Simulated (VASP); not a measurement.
# Shielding tensors and field gradients of KBr, part 2 of 3

Aim: NMR shielding tensors and field gradients of KBr. The cell is of the rock-salt type, one of the forms listed for this formula, which need not be the common one. The start is a cell from a database of measured crystal structures.

VASP 6.6.1, plane waves and PAW; the level of theory is named at each step.

So far. Step 2 (Ground state): The cell has a gap of 4.43 eV on this mesh. Spin-orbit coupling is left out, which can shift or reorder these edges.

### Step 3. Shielding tensors

This step: chemical shifts by linear response (GIPAW), PBE; plane waves and PAW (Br, K_sv) (VASP 6.6.1).

LCHIMAG computes the induced currents by linear response. It needs tightly converged orbitals and a cutoff well above the default; LEFG adds the field gradients at no cost.

File INCAR:

```
SYSTEM = KBr
PREC = Accurate
ENCUT = 370
EDIFF = 1E-09
NELM = 100
ISMEAR = 0
SIGMA = 0.01
LREAL = .FALSE.
ALGO = Normal
GGA = PE
NBANDS = 14
LWAVE = .FALSE.
LCHARG = .FALSE.
KPAR = 4
LCHIMAG = .TRUE.
LEFG = .TRUE.
DQ = 0.001
ICHIBARE = 1
LNMR_SYM_RED = .TRUE.
```

File POSCAR:

```
KBr
1.0
    0.0000000000      3.3000000000      3.3000000000
    3.3000000000      0.0000000000      3.3000000000
    3.3000000000      3.3000000000      0.0000000000
Br K
1 1
Direct
    0.5000000000      0.5000000000      0.5000000000
    0.0000000000      0.0000000000      0.0000000000
```

File KPOINTS:

```
Automatic mesh
0
Gamma
6 6 6
0 0 0
```

Potentials, in the order of the species: Br and K_sv (PBE family, release 64).

Run with:

```bash
$ mpirun -np 4 vasp_std
```

Log:

```text
[... set-up lines as in an earlier step ...]
 entering main loop
       N       E                     dE             d eps       ncg     rms          rms(c)
DAV:   1     0.813325022399E+02    0.81333E+02   -0.57706E+03   448   0.776E+02
DAV:   2    -0.144378203536E+01   -0.82776E+02   -0.78116E+02   596   0.210E+02
DAV:   3    -0.621173963875E+01   -0.47680E+01   -0.47467E+01   596   0.460E+01
DAV:   4    -0.638604216808E+01   -0.17430E+00   -0.17425E+00   704   0.779E+00
DAV:   5    -0.638743942250E+01   -0.13973E-02   -0.13972E-02   588   0.759E-01    0.313E+00
DAV:   6    -0.621566146793E+01    0.17178E+00   -0.24373E-01   544   0.236E+00    0.230E+00
DAV:   7    -0.620428668555E+01    0.11375E-01   -0.12031E-01   580   0.182E+00    0.105E+00
DAV:   8    -0.621336396353E+01   -0.90773E-02   -0.13461E-02   522   0.829E-01    0.119E-01
DAV:   9    -0.621411205898E+01   -0.74810E-03   -0.76378E-04   604   0.168E-01    0.776E-02
DAV:  10    -0.621446094272E+01   -0.34888E-03   -0.37861E-04   448   0.116E-01    0.135E-02
DAV:  11    -0.621446948265E+01   -0.85399E-05   -0.22161E-05   586   0.267E-02    0.464E-03
DAV:  12    -0.621447212243E+01   -0.26398E-05   -0.39713E-06   454   0.138E-02    0.300E-03
DAV:  13    -0.621447212628E+01   -0.38419E-08   -0.22710E-07   642   0.265E-03    0.629E-04
DAV:  14    -0.621447219980E+01   -0.73527E-07   -0.86039E-08   448   0.164E-03    0.433E-04
DAV:  15    -0.621447219661E+01    0.31896E-08   -0.23237E-09   606   0.278E-04    0.293E-04
DAV:  16    -0.621447220029E+01   -0.36728E-08   -0.19580E-09   502   0.225E-04    0.149E-05
DAV:  17    -0.621447220043E+01   -0.13938E-09   -0.49301E-11   236   0.512E-05
ion   1
     0.0000000     0.0000000     0.0000000    -0.0000000    -0.0000000     0.0000000
     0.0000501     0.0000000     0.0000000    -0.0000000    -0.0000000     0.0000000
     0.0000689     0.0000000     0.0000000    -0.0000000    -0.0000000     0.0000000
     0.0000949     0.0000000     0.0000000    -0.0000000    -0.0000000     0.0000000
     0.0001307     0.0000000     0.0000000    -0.0000000    -0.0000000     0.0000000

     0.0000000     0.0000000     0.0000000    -0.0000000    -0.0000000     0.0000000
     0.0000501     0.0000000     0.0000000    -0.0000000    -0.0000000     0.0000000
     0.0000689     0.0000000     0.0000000    -0.0000000    -0.0000000     0.0000000
     0.0000949     0.0000000     0.0000000    -0.0000000    -0.0000000     0.0000000
     0.0001307     0.0000000     0.0000000    -0.0000000    -0.0000000     0.0000000

ion   2
     0.0000000    -0.0000000     0.0000000     0.0000000    -0.0000000     0.0000000
     0.0000394    -0.0000000     0.0000000     0.0000000    -0.0000000     0.0000000
     0.0000543    -0.0000000     0.0000000     0.0000000    -0.0000000     0.0000000
     0.0000748    -0.0000000     0.0000000     0.0000000    -0.0000000     0.0000000
     0.0001030    -0.0000000     0.0000000     0.0000000    -0.0000000     0.0000000

     0.0000000    -0.0000000     0.0000000     0.0000000    -0.0000000     0.0000000
     0.0000394    -0.0000000     0.0000000     0.0000000    -0.0000000     0.0000000
     0.0000543    -0.0000000     0.0000000     0.0000000    -0.0000000     0.0000000
     0.0000748    -0.0000000     0.0000000     0.0000000    -0.0000000     0.0000000
     0.0001030    -0.0000000     0.0000000     0.0000000    -0.0000000     0.0000000

   1 F= -.62144722E+01 E0= -.62144722E+01  d E =-.309968E-21
DAV:   1    -0.178503006979E+03   -0.17850E+03    0.00000E+00     0   0.000E+00
DAV:   2    -0.178503006979E+03    0.00000E+00    0.00000E+00     0   0.000E+00
BDIR= 1  IDIR= 2  IQ= -1
DAV:   1    -0.357001356958E+03   -0.35700E+03   -0.97117E-03   538   0.727E-01
DAV:   2    -0.357001451980E+03   -0.95022E-04   -0.95022E-04   540   0.198E-01
DAV:   3    -0.357001454130E+03   -0.21502E-05   -0.21502E-05   726   0.197E-02
DAV:   4    -0.357001454140E+03   -0.10116E-07   -0.10206E-07   570   0.157E-03
DAV:   5    -0.357001454140E+03   -0.15604E-09   -0.12914E-09   480   0.118E-04
       N       E                     dE             d eps       ncg     rms
RMM:   1    -0.539961064959E+02   -0.53996E+02   -0.74588E+01   830   0.511E+01
RMM:   2    -0.550705028277E+02   -0.10744E+01   -0.52546E+00   958   0.739E+00
RMM:   3    -0.551328607776E+02   -0.62358E-01   -0.14345E-01   944   0.126E+00
RMM:   4    -0.551366470869E+02   -0.37863E-02   -0.11947E-02   962   0.253E-01
RMM:   5    -0.551368317128E+02   -0.18463E-03   -0.49276E-04   969   0.520E-02
RMM:   6    -0.551368428042E+02   -0.11091E-04   -0.32121E-05   950   0.116E-02
RMM:   7    -0.551368435717E+02   -0.76755E-06   -0.26742E-06   897   0.263E-03
RMM:   8    -0.551368436115E+02   -0.39763E-07   -0.13034E-07   768   0.599E-04
RMM:   9    -0.551368436128E+02   -0.13033E-08   -0.20237E-09   650   0.121E-04
RMM:  10    -0.551368436128E+02   -0.70628E-10   -0.22799E-10   588   0.530E-05
BDIR= 1  IDIR= 2  IQ=  0
DAV:   1    -0.357006022489E+03   -0.35701E+03   -0.80970E-12   224   0.158E-05
DAV:   2    -0.357006022489E+03   -0.34504E-10    0.16224E-12   224   0.721E-06
       N       E                     dE             d eps       ncg     rms
RMM:   1    -0.540148909394E+02   -0.54015E+02   -0.74721E+01   830   0.511E+01
RMM:   2    -0.550909761648E+02   -0.10761E+01   -0.52575E+00   958   0.740E+00
RMM:   3    -0.551533214983E+02   -0.62345E-01   -0.14347E-01   925   0.127E+00
RMM:   4    -0.551571110783E+02   -0.37896E-02   -0.11950E-02   936   0.254E-01
RMM:   5    -0.551572957376E+02   -0.18466E-03   -0.49149E-04   936   0.519E-02
RMM:   6    -0.551573068204E+02   -0.11083E-04   -0.32447E-05   901   0.116E-02
RMM:   7    -0.551573075847E+02   -0.76425E-06   -0.26426E-06   856   0.258E-03
RMM:   8    -0.551573076250E+02   -0.40368E-07   -0.13405E-07   705   0.591E-04
RMM:   9    -0.551573076264E+02   -0.13337E-08   -0.19998E-09   590   0.119E-04
RMM:  10    -0.551573076264E+02   -0.69598E-10   -0.22291E-10   529   0.516E-05
BDIR= 1  IDIR= 2  IQ=  1
DAV:   1    -0.357010478080E+03   -0.35701E+03   -0.97182E-03   538   0.727E-01
DAV:   2    -0.357010573038E+03   -0.94958E-04   -0.94958E-04   546   0.198E-01
DAV:   3    -0.357010575155E+03   -0.21173E-05   -0.21173E-05   714   0.196E-02
DAV:   4    -0.357010575165E+03   -0.97230E-08   -0.97498E-08   582   0.156E-03
DAV:   5    -0.357010575165E+03   -0.18770E-09   -0.11873E-09   462   0.116E-04
       N       E                     dE             d eps       ncg     rms
RMM:   1    -0.540331910562E+02   -0.54033E+02   -0.74856E+01   830   0.511E+01
RMM:   2    -0.551109956261E+02   -0.10778E+01   -0.52605E+00   958   0.740E+00
RMM:   3    -0.551733319503E+02   -0.62336E-01   -0.14349E-01   944   0.127E+00
[...]
RLQ:   7    -0.612741332684E+00   -0.49645E-08   -0.84413E-09   618   0.222E-04
RLQ:   8    -0.612741332839E+00   -0.15457E-09   -0.51992E-10   541   0.687E-05
BDIR= 3  IDIR= 1  IQ= -1
DAV:   1    -0.357008427795E+03   -0.35701E+03   -0.90946E-03   544   0.725E-01
DAV:   2    -0.357008519631E+03   -0.91836E-04   -0.91836E-04   558   0.198E-01
DAV:   3    -0.357008521561E+03   -0.19304E-05   -0.19304E-05   694   0.195E-02
DAV:   4    -0.357008521573E+03   -0.11346E-07   -0.11377E-07   588   0.153E-03
DAV:   5    -0.357008521573E+03   -0.20350E-09   -0.12894E-09   462   0.121E-04
       N       E                     dE             d eps       ncg     rms
RMM:   1    -0.549909735014E+02   -0.54991E+02   -0.83508E+01   849   0.519E+01
RMM:   2    -0.560986942585E+02   -0.11077E+01   -0.49651E+00   952   0.750E+00
RMM:   3    -0.561813189495E+02   -0.82625E-01   -0.21934E-01   967   0.152E+00
RMM:   4    -0.561858181859E+02   -0.44992E-02   -0.14711E-02   986   0.281E-01
RMM:   5    -0.561860887925E+02   -0.27061E-03   -0.61860E-04   992   0.671E-02
RMM:   6    -0.561861065386E+02   -0.17746E-04   -0.60453E-05   983   0.157E-02
RMM:   7    -0.561861079034E+02   -0.13648E-05   -0.36949E-06   958   0.358E-03
RMM:   8    -0.561861079661E+02   -0.62666E-07   -0.20412E-07   796   0.780E-04
RMM:   9    -0.561861079698E+02   -0.37630E-08   -0.11564E-08   690   0.203E-04
RMM:  10    -0.561861079701E+02   -0.25363E-09   -0.94931E-10   622   0.717E-05
BDIR= 3  IDIR= 1  IQ=  0
DAV:   1    -0.357006022489E+03   -0.35701E+03   -0.83815E-12   224   0.158E-05
DAV:   2    -0.357006022488E+03    0.25125E-10    0.28239E-13   224   0.721E-06
       N       E                     dE             d eps       ncg     rms
RMM:   1    -0.549971708168E+02   -0.54997E+02   -0.83573E+01   849   0.519E+01
RMM:   2    -0.561065478557E+02   -0.11094E+01   -0.49725E+00   952   0.750E+00
RMM:   3    -0.561893894319E+02   -0.82842E-01   -0.21988E-01   950   0.152E+00
RMM:   4    -0.561939106933E+02   -0.45213E-02   -0.14795E-02   959   0.281E-01
RMM:   5    -0.561941831706E+02   -0.27248E-03   -0.62209E-04   957   0.671E-02
RMM:   6    -0.561942010752E+02   -0.17905E-04   -0.60922E-05   940   0.156E-02
RMM:   7    -0.561942024519E+02   -0.13767E-05   -0.37155E-06   905   0.356E-03
RMM:   8    -0.561942025148E+02   -0.62915E-07   -0.20520E-07   739   0.770E-04
RMM:   9    -0.561942025186E+02   -0.37689E-08   -0.11478E-08   619   0.199E-04
RMM:  10    -0.561942025188E+02   -0.25483E-09   -0.96909E-10   573   0.723E-05
BDIR= 3  IDIR= 1  IQ=  1
DAV:   1    -0.357003542878E+03   -0.35700E+03   -0.90902E-03   538   0.725E-01
DAV:   2    -0.357003634766E+03   -0.91888E-04   -0.91888E-04   558   0.198E-01
DAV:   3    -0.357003636736E+03   -0.19699E-05   -0.19699E-05   700   0.196E-02
DAV:   4    -0.357003636748E+03   -0.11854E-07   -0.11822E-07   576   0.153E-03
DAV:   5    -0.357003636748E+03   -0.12892E-09   -0.14006E-09   474   0.123E-04
       N       E                     dE             d eps       ncg     rms
RMM:   1    -0.550025610260E+02   -0.55003E+02   -0.83633E+01   849   0.519E+01
RMM:   2    -0.561135364918E+02   -0.11110E+01   -0.49797E+00   952   0.751E+00
RMM:   3    -0.561965874254E+02   -0.83051E-01   -0.22041E-01   967   0.152E+00
RMM:   4    -0.562011299125E+02   -0.45425E-02   -0.14876E-02   986   0.281E-01
RMM:   5    -0.562014041633E+02   -0.27425E-03   -0.62549E-04   992   0.673E-02
RMM:   6    -0.562014222282E+02   -0.18065E-04   -0.61384E-05   983   0.157E-02
RMM:   7    -0.562014236274E+02   -0.13992E-05   -0.37815E-06   959   0.362E-03
RMM:   8    -0.562014236909E+02   -0.63526E-07   -0.20713E-07   798   0.779E-04
RMM:   9    -0.562014236947E+02   -0.37933E-08   -0.11481E-08   687   0.199E-04
RMM:  10    -0.562014236950E+02   -0.25825E-09   -0.96666E-10   621   0.728E-05
BDIR= 3  IDIR= 2  IQ= -1
DAV:   1    -0.357001356958E+03   -0.35700E+03   -0.97117E-03   538   0.727E-01
DAV:   2    -0.357001451980E+03   -0.95022E-04   -0.95022E-04   540   0.198E-01
DAV:   3    -0.357001454130E+03   -0.21501E-05   -0.21502E-05   726   0.197E-02
DAV:   4    -0.357001454140E+03   -0.10245E-07   -0.10206E-07   570   0.157E-03
DAV:   5    -0.357001454140E+03   -0.98225E-10   -0.12949E-09   480   0.118E-04
       N       E                     dE             d eps       ncg     rms
RMM:   1    -0.564889797284E+02   -0.56489E+02   -0.87336E+01   824   0.518E+01
RMM:   2    -0.577884915671E+02   -0.12995E+01   -0.61509E+00   944   0.789E+00
RMM:   3    -0.578727664746E+02   -0.84275E-01   -0.20072E-01   951   0.148E+00
RMM:   4    -0.578772388284E+02   -0.44724E-02   -0.16500E-02   980   0.287E-01
RMM:   5    -0.578775163635E+02   -0.27754E-03   -0.57782E-04   970   0.655E-02
RMM:   6    -0.578775337925E+02   -0.17429E-04   -0.63728E-05   969   0.157E-02
RMM:   7    -0.578775350502E+02   -0.12577E-05   -0.31212E-06   911   0.354E-03
RMM:   8    -0.578775351087E+02   -0.58448E-07   -0.20944E-07   774   0.800E-04
RMM:   9    -0.578775351130E+02   -0.43320E-08   -0.14825E-08   662   0.210E-04
RMM:  10    -0.578775351133E+02   -0.26741E-09   -0.10104E-09   610   0.759E-05
BDIR= 3  IDIR= 2  IQ=  0
DAV:   1    -0.357006022488E+03   -0.35701E+03   -0.80868E-12   224   0.158E-05
DAV:   2    -0.357006022488E+03    0.16030E-10    0.11726E-12   224   0.721E-06
       N       E                     dE             d eps       ncg     rms
RMM:   1    -0.564729954671E+02   -0.56473E+02   -0.87186E+01   824   0.518E+01
RMM:   2    -0.577690321739E+02   -0.12960E+01   -0.61367E+00   943   0.789E+00
RMM:   3    -0.578529883998E+02   -0.83956E-01   -0.20011E-01   930   0.148E+00
RMM:   4    -0.578574349640E+02   -0.44466E-02   -0.16405E-02   950   0.286E-01
RMM:   5    -0.578577101460E+02   -0.27518E-03   -0.57360E-04   937   0.653E-02
RMM:   6    -0.578577273814E+02   -0.17235E-04   -0.63138E-05   927   0.157E-02
RMM:   7    -0.578577286092E+02   -0.12278E-05   -0.30076E-06   871   0.349E-03
RMM:   8    -0.578577286720E+02   -0.62880E-07   -0.22910E-07   719   0.817E-04
RMM:   9    -0.578577286764E+02   -0.43548E-08   -0.14667E-08   609   0.210E-04
RMM:  10    -0.578577286766E+02   -0.23189E-09   -0.84439E-10   556   0.725E-05
BDIR= 3  IDIR= 2  IQ=  1
DAV:   1    -0.357010478080E+03   -0.35701E+03   -0.97182E-03   538   0.727E-01
DAV:   2    -0.357010573038E+03   -0.94958E-04   -0.94958E-04   546   0.198E-01
DAV:   3    -0.357010575155E+03   -0.21173E-05   -0.21173E-05   714   0.196E-02
DAV:   4    -0.357010575165E+03   -0.96643E-08   -0.97496E-08   582   0.156E-03
DAV:   5    -0.357010575165E+03   -0.24568E-09   -0.11870E-09   462   0.116E-04
       N       E                     dE             d eps       ncg     rms
RMM:   1    -0.564561999705E+02   -0.56456E+02   -0.87034E+01   824   0.518E+01
RMM:   2    -0.577487095881E+02   -0.12925E+01   -0.61223E+00   944   0.788E+00
RMM:   3    -0.578323429638E+02   -0.83633E-01   -0.19950E-01   952   0.148E+00
RMM:   4    -0.578367634514E+02   -0.44205E-02   -0.16308E-02   980   0.286E-01
RMM:   5    -0.578370362462E+02   -0.27279E-03   -0.56925E-04   970   0.651E-02
RMM:   6    -0.578370532789E+02   -0.17033E-04   -0.62483E-05   972   0.156E-02
RMM:   7    -0.578370544919E+02   -0.12130E-05   -0.29795E-06   912   0.349E-03
RMM:   8    -0.578370545541E+02   -0.62234E-07   -0.22631E-07   773   0.819E-04
RMM:   9    -0.578370545585E+02   -0.43342E-08   -0.14677E-08   668   0.212E-04
RMM:  10    -0.578370545587E+02   -0.22935E-09   -0.83290E-10   607   0.730E-05
       N       E                     dE             d eps       ncg     rms
RLQ:   1    -0.615591117895E+00   -0.61559E+00   -0.39324E+00   599   0.191E+01
RLQ:   2    -0.627283680471E+00   -0.11693E-01   -0.21679E-02   790   0.536E-01
RLQ:   3    -0.627563946075E+00   -0.28027E-03   -0.50232E-04   777   0.742E-02
RLQ:   4    -0.627581132208E+00   -0.17186E-04   -0.48839E-05   778   0.162E-02
RLQ:   5    -0.627582258224E+00   -0.11260E-05   -0.26355E-06   742   0.341E-03
RLQ:   6    -0.627582304360E+00   -0.46136E-07   -0.17946E-07   611   0.713E-04
RLQ:   7    -0.627582306738E+00   -0.23779E-08   -0.56112E-09   518   0.158E-04
RLQ:   8    -0.627582306860E+00   -0.12202E-09   -0.29787E-10   438   0.581E-05
```

Elapsed: 1.9 min, on 4 MPI ranks of AMD EPYC 7R43, shared host; peak memory 0.68 GiB.

From OUTCAR (step 3):

```text
The static configuration has the point symmetry O_h .

 Found     16 irreducible k-points:

   k-points           NKPTS =     16   k-points in BZ     NKDIM =     16   number of bands    NBANDS=     14

   ENCUT  =  370.0 eV  27.19 Ry    5.21 a.u.   7.32  7.32  7.32*2*pi/ulx,y,z

   NELECT =      16.0000    total number of electrons

  Total        0.3198218      0.3198218      0.3198218     -0.0000000      0.0000000     -0.0000000
  in kB        7.1292981      7.1292981      7.1292981     -0.0000000      0.0000000     -0.0000000
  external PRESSURE =       7.1292981 kB  Pullay stress =       0.0000000 kB

  energy-cutoff  :      370.00
  volume of cell :       71.87
      direct lattice vectors                 reciprocal lattice vectors
     0.000000000  3.300000000  3.300000000    -0.151515152  0.151515152  0.151515152
     3.300000000  0.000000000  3.300000000     0.151515152 -0.151515152  0.151515152
     3.300000000  3.300000000  0.000000000     0.151515152  0.151515152 -0.151515152

 POSITION                                       TOTAL-FORCE (eV/Angst)
 -----------------------------------------------------------------------------------
      3.30000      3.30000      3.30000         0.000000      0.000000      0.000000
      0.00000      0.00000      0.00000        -0.000000     -0.000000     -0.000000
 -----------------------------------------------------------------------------------
    total drift:                               -0.000000      0.000000      0.000000

 Electric field gradients after diagonalization (V/A^2)
 (convention: |V_zz| > |V_xx| > |V_yy|)
----------------------------------------------------------------------
 ion       V_xx      V_yy      V_zz     asymmetry (V_yy - V_xx)/ V_zz
----------------------------------------------------------------------
   1       0.000     0.000    -0.000       0.000
   2      -0.000    -0.000     0.000       0.000
----------------------------------------------------------------------

  ORBITAL MAGNETIC SUSCEPTIBILITY, excluding core contribution
 -------------------------------------------------------------
  Approximate magnetic susceptibility, pGv (10^-6 cm^3/mole)
     1        -40.467312          0.000000          0.000000
     2         -0.000000        -40.467312          0.000000
     3         -0.000000          0.000000        -40.467312
 -------------------------------------------------------------
  Approximate magnetic susceptibility, vGv (10^-6 cm^3/mole)
     1        -35.771640         -0.000000         -0.000000
     2         -0.000000        -35.771640         -0.000000
     3          0.000000          0.000000        -35.771640

  CSA tensor (J. Mason, Solid State Nucl. Magn. Reson. 2, 285 (1993))
  for chemical shielding  (including the isotropic core contribution)

  BDIR labels direction of applied magnetic field (i.e. B0)
  For BDIR==1, B0 along x-axis, etc.
  Induced field listed along cartesian directions for each BDIR
 ------------------------------------------------------------------------------------------
                 EXCLUDING G=0 CONTRIBUTION              INCLUDING G=0 CONTRIBUTION
 ------------------------------------------------------------------------------------------
  ion  BDIR            X           Y           Z                X           Y           Z
          (   iso_shield        span        skew ) (   iso_shield        span        skew )
 ------------------------------------------------------------------------------------------
    1     1    2651.2489      0.0000      0.0000        2660.4320      0.0000     -0.0000
          2       0.0000   2651.2489      0.0000           0.0000   2660.4320      0.0000
          3       0.0000     -0.0000   2651.2489           0.0000     -0.0000   2660.4320
          (    2651.2489      0.0000      0.0000 ) (    2660.4320      0.0000      0.0000 )

    2     1    1143.5577      0.0000      0.0000        1152.7409      0.0000      0.0000
          2       0.0000   1143.5577     -0.0000           0.0000   1152.7409     -0.0000
          3      -0.0000      0.0000   1143.5577          -0.0000      0.0000   1152.7409
          (    1143.5577      0.0000      0.0000 ) (    1152.7409      0.0000      0.0000 )
 ------------------------------------------------------------------------------------------

[... 4 parts as in an earlier step ...]

[... 2 further parts left out ...]
```

Numbers from this step:

```
free energy (TOTEN)            : -6.214 eV
Fermi energy                   : -1.677 eV
pressure                       : 0.7129 GPa
gap on the k-mesh              : 4.434 eV
least direct gap on the k-mesh : 4.434 eV
```

Valence and core; the G = 0 term is that of a spherical sample. NMR shielding, by row:

```
atom  isotropic shielding (ppm)  span (ppm)  skew  isotropic shielding without the G = 0 term (ppm)
 Br1                       2660           0     -                                              2651
  K2                       1153           0     -                                              1144
```

Ordered as |Vzz| ≥ |Vxx| ≥ |Vyy|, the program's way. Electric field gradients, by row:

```
atom  Vxx (V/Å²)  Vyy (V/Å²)  Vzz (V/Å²)  asymmetry
 Br1           0           0           0          -
  K2           0           0           0          -
```

(Part 2 of 3 ends here.)

[Lines on the potential files, build, host, timing and source positions are cut from VASP's logs without a mark.]

[Logs are printed without paths, hosts, clocks, repeated set-up lines and the standing remarks that a program may print on its own settings, such as how far it seeks lower states.]

[Hosts, paths, dates, database ids (printed as entryN), source tags and the programs' standing remarks are cut or masked in the printed files.]
